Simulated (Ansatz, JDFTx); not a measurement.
Given: the input of a run of JDFTx 1.7.0 (patched build) on HfO2. Atoms were shifted at random by some hundredths of an Å from the given cell, which wasn't relaxed again for these runs. 

The input HfO2.in:

```
lattice \
    0.0000000000     4.8329745637     4.8329745637 \
    4.8329745637     0.0000000000     4.8329745637 \
    4.8329745637     4.8329745637     0.0000000000
coords-type Lattice
ion Hf     0.0090260000     0.0007760000    -0.0152430000 1
ion O      0.7464370000     0.7487370000     0.7572420000 1
ion O      0.2510910000     0.2400870000     0.2500430000 1

ion-species pseudo/Hf.upf
ion-species pseudo/O.upf
elec-cutoff 42 336
elec-ex-corr gga-PBEsol
kpoint-folding 9 9 9
elec-smearing Fermi 0.0018374661
elec-n-bands 18
electronic-SCF nIterations 100 energyDiffThreshold 1e-09
electronic-minimize nIterations 30 energyDiffThreshold 1e-7
converge-empty-states yes
forces-output-coords Cartesian

dump-name run.$VAR
dump End Ecomponents EigStats BandEigs Kpoints Forces Stress ElecDensity Dtot KEdensity
```

Potentials or basis: PseudoDojo-SR-PBEsol-0.4.1-standard with smoothed tails.

Launch:

```bash
$ jdftx -c 1 -i HfO2.in -o HfO2.out
```

Problem. Set up the same calculation for Ansatz 0.2.0. Potentials or basis there: Ansatz PAW, cutoff 420 eV.

Solution. As run (cutoffs and basis follow the program's own potentials, and thresholds, step limits or extra output files can differ):

The input input.yaml:

```yaml
crystal:
  lattice:
    - [0.0, 2.5575, 2.5575]
    - [2.5575, 0.0, 2.5575]
    - [2.5575, 2.5575, 0.0]
  atoms:
    - { symbol: Hf, position: [0.009026, 0.000776, -0.015243] }
    - { symbol: O, position: [0.746437, 0.748737, 0.757242] }
    - { symbol: O, position: [0.251091, 0.240087, 0.250043] }
hamiltonian:
  xc: pbesol
  pseudopotentials: { kind: paw }
kpoints:
  mp_grid: { grid: [9, 9, 9] }
scf:
  occupations: { method: fermi_dirac, width: 0.05 }
output:
  forces: true
  stress: true
  eigenvalues: true
```

Potentials or basis: Ansatz PAW.

Command:

```console
$ ansatz run input.yaml --threads 1 --pin off --max-ram 3584MiB --backend cpu --events-out ev --progress --plain --runs-dir out
```

Both were run:

|  | JDFTx | Ansatz |
| --- | --- | --- |
| Pressure | -12.7 GPa | -9.8 GPa |
| Largest force | 0.387 eV/Å | 0.403 eV/Å |
| Energy over the undisturbed cell | 4.1 meV/atom | 4.4 meV/atom |

Ansatz's pressure holds a Pulay term of +0.90 GPa for its cutoff of 420 eV, which the other run lacks.

The potentials hold 24 and 38 valence electrons a cell.

Ansatz's potentials were made for PBE.

Where Ansatz's input types no cutoff or centring, it takes its own default and a Γ-centred mesh.

The cell lies far from this level's equilibrium.

Pressure is positive in compression.
